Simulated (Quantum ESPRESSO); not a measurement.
## CaO in Quantum ESPRESSO: the effect of functional

The system is CaO.

```
CELL_PARAMETERS angstrom
0.00000 2.40356 2.40356
2.40356 0.00000 2.40356
2.40356 2.40356 0.00000
ATOMIC_POSITIONS crystal
Ca 0.00000 0.00000 0.00000
O 0.50000 0.50000 0.50000
```

The cell is a database's computed one.

Alike in all runs:

* Program: Quantum ESPRESSO 7.5
* Occupations: fermi-dirac, width 0.05 eV
* Spin: no spin polarisation

Question: One run gave: pressure -2.8 GPa. Which functional did it use?
A. BLYP
B. WC
C. AM05
D. SCAN
E. r2SCAN

Answer: B.

| functional | potentials or basis | cutoff | k mesh | pressure (GPa) |
| --- | --- | --- | --- | --- |
| WC | PseudoDojo 0.4.1 SR PBE standard | 1143 eV | 8 × 8 × 8, shifted | -2.8 |
| BLYP | PseudoDojo 0.4.1 SR PBE standard | 1143 eV | 8 × 8 × 8, shifted | 4.3 |
| AM05 | PseudoDojo 0.4.1 SR PBE standard | 1143 eV | 8 × 8 × 8, shifted | -1.9 |
| r2SCAN | SG15 PBE 1.2 | 1197 eV | 8 × 8 × 8 | -0.9 |
| SCAN | SG15 PBE 1.2 | 1197 eV | 8 × 8 × 8 | -1.5 |

Caveats: the potentials were made for another functional, which shifts forces and pressure; the cell is more than 3 GPa from zero pressure, which shifts response properties (some runs).

Not every run made on this cell is shown here.
